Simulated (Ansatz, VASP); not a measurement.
# Two plane-wave programs on Be

Contents of INCAR:

```
SYSTEM = Be
ALGO = Normal
EDIFF = 1E-7
ENCUT = 520
ISIF = 2
ISMEAR = 1
LASPH = .TRUE.
LCHARG = .FALSE.
LREAL = .FALSE.
LWAVE = .FALSE.
NBANDS = 9
NELM = 80
PREC = Accurate
SIGMA = 0.01
```

File KPOINTS:

```
k-points
0
G
  16 16 9
  0 0 0
```

The input POSCAR:

```
Be
1.0
    2.2295160349      0.0000000000      0.0000000000
   -1.1147580175      1.9308175243      0.0000000000
    0.0000000000      0.0000000000      3.5083258361
Be
2
Direct
    0.3333333333      0.6666666667      0.2500000000
    0.6666666667      0.3333333333      0.7500000000
```

Input for Ansatz:

```yaml
crystal:
  lattice:
    - [2.2295160349, 0.0, 0.0]
    - [-1.1147580175, 1.9308175243, 0.0]
    - [0.0, 0.0, 3.5083258361]
  atoms:
    - { symbol: Be, position: [0.3333333333, 0.6666666667, 0.25] }
    - { symbol: Be, position: [0.6666666667, 0.3333333333, 0.75] }
hamiltonian:
  xc: lda
  pseudopotentials:
    kind: paw
    azcp:
      Be: "pseudopotentials/Be.paw.azcp"
basis:
  ecutwfc: 420
  fft_grid_basis: typed
kpoints:
  mp_grid: { grid: [16, 16, 9], shift: [0, 0, 0] }
magnetization:
  spin_polarized: false
scf:
  occupations: { method: cold, width: 0.01 }
  lower_state_search: "off"
output:
  stress: true
```

Alike in both runs: task single point; functional LDA; k mesh 16 × 16 × 9; no spin polarisation.

|  | VASP | Ansatz |
| --- | --- | --- |
| version | VASP 6.6.1 | Ansatz 0.2.0 |
| potentials or method | VASP PAW LDA potentials, release 64 (Be) | plane waves (420 eV) with PAW, scalar-relativistic |
| plane-wave cutoff (eV) | 520 | 420 |
| occupations | methfessel-paxton of order 1, width 0.01 eV | cold, width 0.01 eV |
| valence electrons in the cell | 4 | 4 |

```tsv
	VASP	Ansatz	Ansatz less VASP
pressure (GPa)	0.4	0.0	-0.45
largest component of the traceless stress (GPa)	0.28	0.28	0.000
```

Ansatz warned: «pseudo_functional_mismatch».
